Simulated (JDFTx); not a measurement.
Crystal: Ag.

```xyz
1
Lattice="0.0000 2.0427 2.0427 2.0427 0.0000 2.0427 2.0427 2.0427 0.0000" Properties=species:S:1:pos:R:3 pbc="T T T"
Ag    0.0000    0.0000    0.0000
```

```yaml
Program: JDFTx 1.7.0 (patched build)
Task: relaxation of cell and atoms
Functional: PBE
Potentials_or_basis: Ansatz-NC-SR-PBE with smoothed tails
Cutoff: 980 eV
Density_cutoff: 3918 eV
k_mesh: 11 × 11 × 11
Occupations: fermi-dirac, width 0.05 eV
Spin: no spin polarisation
```

At the start: pressure 4.4 GPa; volume 17.05 Å³/atom.

Q: How do energy, volume and symmetry change on relaxing?

A: Over 6 steps the energy falls by 9.9 meV/atom and the volume is 17.80 Å³/atom (+4.4 %); space group Fm-3m (No. 225, to 0.05 Å).

Step by step:
```
step  energy change (eV)  largest force (eV/Å)  pressure (GPa)  volume (Å³)
   1              0.0000                0.0000            4.43        17.05
   2             -0.0029                0.0000            3.70        17.16
   3             -0.0099                0.0000            0.37        17.73
   4             -0.0099                0.0000            0.04        17.80
   5             -0.0099                0.0000            0.01        17.80
   6             -0.0099                0.0000           -0.01        17.80
```

Final structure:
```
Ag
1.0
     0.00000    2.07251    2.07251
     2.07251    0.00000    2.07251
     2.07251    2.07251    0.00000
Ag
1
Direct
  0.00000 0.00000 0.00000
```
